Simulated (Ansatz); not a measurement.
# BaF2: the cost of one run

Program: Ansatz 0.2.0. Level of theory: DFT r2SCAN, scalar-relativistic, plane waves, PAW. These are calculated values, not measurements.

2 further runs of the same task are left out: 2 that didn't finish.

## Step 1: Starting point

It takes space group Fm-3m (No. 225, cubic). The conventional cell has a = 6.200 Å, b = 6.200 Å, c = 6.200 Å, α = 90.00°, β = 90.00°, γ = 90.00°. Around Ba (site symmetry m-3m) lie 8 F at 2.68 Å. Around F (site symmetry -43m) lie 4 Ba at 2.68 Å.

Coordinates:

```cif
data_structure
_symmetry_space_group_name_H-M 'Fm-3m'
_symmetry_Int_Tables_number 225
_cell_length_a 6.2001
_cell_length_b 6.2001
_cell_length_c 6.2001
_cell_angle_alpha 90.000
_cell_angle_beta 90.000
_cell_angle_gamma 90.000
_cell_volume 238.34
loop_
_atom_site_label
_atom_site_type_symbol
_atom_site_symmetry_multiplicity
_atom_site_Wyckoff_symbol
_atom_site_fract_x
_atom_site_fract_y
_atom_site_fract_z
_atom_site_occupancy
Ba1 Ba 4 a 0.00000 0.00000 0.00000 1
F1 F 8 c 0.25000 0.75000 0.75000 1
```

The structure comes from the Crystallography Open Database.

## Step 2: Quick check of gap, pressure and forces

Input file input.yaml:

```yaml
crystal:
  lattice:
    - [0.0, 3.10005, 3.10005]
    - [3.10005, 0.0, 3.10005]
    - [3.10005, 3.10005, 0.0]
  atoms:
    - { symbol: Ba, position: [0.0, 0.0, 0.0] }
    - { symbol: F, position: [0.25, 0.25, 0.25] }
    - { symbol: F, position: [0.75, 0.75, 0.75] }
basis:
  ecutwfc: 500
kpoints:
  mp_grid: { grid: [6, 6, 6] }
hamiltonian:
  xc: r2scan
scf:
  occupations: { method: gaussian, width: 0.1 }
output:
  forces: true
  stress: true
  eigenvalues: true
```

Launch:

```sh
> ansatz run input.yaml --threads 1 --pin off --max-ram 1228MiB --backend cpu --events-out ev --progress --plain --runs-dir out
```

What time and memory should one allow on 1 thread of an Arm CPU, shared host?

About 4.5 s, with a peak of 0.43 GiB.
